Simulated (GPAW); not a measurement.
MgO:

```
Mg O
1.0
     0.00000    2.09700    2.09700
     2.09700    0.00000    2.09700
     2.09700    2.09700    0.00000
Mg O
1 1
Direct
  0.00000 0.00000 0.00000
  0.50000 0.50000 0.50000
```

The cell is a database's computed one.

A sound run:

| Property | Result |
| --- | --- |
| Program | GPAW 26.7.0 |
| Task | single point |
| Functional | PBE |
| Potentials or basis | GPAW PAW data sets (gpaw-data 1.2.1) |
| Cutoff | 800 eV |
| Basis | pw |
| k mesh | 8 × 8 × 8 |
| Occupations | fermi-dirac, width 0.05 eV |
| Spin | no spin polarisation |

It gives pressure 7.0 GPa; band gap on the k mesh 4.89 eV, direct.

Problem. What do these careless settings give instead: cutoff 340 eV in place of 800 eV; k mesh 9 × 9 × 9 in place of 8 × 8 × 8?

Solution. Pressure -104.3 GPa; band gap on the k mesh 4.41 eV, direct. The run converged, but these numbers show the error of the settings and aren't properties of the crystal.
